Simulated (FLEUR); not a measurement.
Runs of FLEUR MaX-R8.1 (later development tree) on ZnS. It takes space group F-43m (No. 216, cubic). The conventional cell has a = 5.404 Å, b = 5.404 Å, c = 5.404 Å, α = 90.00°, β = 90.00°, γ = 90.00°. Around Zn (site symmetry -43m) lie 4 S at 2.34 Å. S (site symmetry -43m) has 4 Zn at 2.34 Å as nearest neighbours. 

| task | level | spin | cell | k mesh | smearing | inpgen profile | gmax | muffin-tin radii | lmax | max iterations | kmax | gap on the mesh (eV) |
| --- | --- | --- | --- | --- | --- | --- | --- | --- | --- | --- | --- | --- |
| band structure | PBE | collinear, ferromagnetic start | atoms moved at random, drawn with an rms of 0.05 Å | 6 × 6 × 6 | fermi-dirac 0.05 eV | veryFastHighL | 17.5 1/bohr | Zn 2.12, S 1.87 bohr | Zn 7, S 7 | 60 | 3.5 1/bohr | 2.07 |
| single point | Wu-Cohen GGA | off | as given | 9 × 9 × 9 | gaussian 0.02 eV | fastHighL | 13.4 1/bohr | Zn 2.18, S 1.92 bohr | Zn 9, S 8 | 60 | 4.32 1/bohr | 1.94 |
| density of states | LDA (von Barth-Hedin) | off | volume scaled by 0.96 | 9 × 9 × 9 | fermi-dirac 0.05 eV | fastHighL | 13.6 1/bohr | Zn 2.15, S 1.89 bohr | Zn 9, S 8 | 60 | 4.39 1/bohr | 2.05 |
| band structure | RPBE | off | as given | 9 × 9 × 9 | fermi-dirac 0.05 eV | - | 15.8 1/bohr | Zn 2.18, S 1.92 bohr | Zn 9, S 8 | 60 | 5.1 1/bohr | (a) |

Alike in all rows: potentials or basis all-electron, FLAPW.

Fill in the values left out.

(a) 2.48.

